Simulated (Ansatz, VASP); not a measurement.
# One calculation of GaN, two programs

```
Ga N
1.0
     3.15099    0.00000    0.00000
    -1.57550    2.72884    0.00000
     0.00000    0.00000    5.13126
Ga N
2 2
Direct
  0.33333 0.66667 0.99911
  0.66667 0.33333 0.49911
  0.33333 0.66667 0.37589
  0.66667 0.33333 0.87589
```

Alike in both runs: task single point; functional r2SCAN; k mesh 9 × 9 × 4; no spin polarisation.

```csv
,VASP,Ansatz
version,VASP 6.6.1,Ansatz 0.2.0
potentials or method,"VASP PAW PBE potentials, release 64 (Ga_d, N)","plane waves, PAW"
plane-wave cutoff (eV),520,500
occupations,"gaussian, width 0.01 eV",fixed
valence electrons in the cell,36,36
```

VASP gave:

| Quantity | Value |
| --- | --- |
| gap on the k mesh at the Fermi level (eV) | 2.56 |
| pressure (GPa) | 7.6 |
| largest component of the traceless stress (GPa) | 0.17 |
| rms of the force components (eV/Å) | 0.006 |

**Question.** What did Ansatz give for the same quantities?

**Answer.** gap on the k mesh at the Fermi level (eV): 2.56; pressure (GPa): 6.4; largest component of the traceless stress (GPa): 0.03; rms of the force components (eV/Å): 0.003.

Atom by atom the forces differ by 0.003 eV/Å (rms over components).

Caveats: the PAW data sets were made with another functional, which shifts forces and pressure a little (VASP). r2SCAN opens gaps a little over a GGA but as a rule still falls short of measured ones.
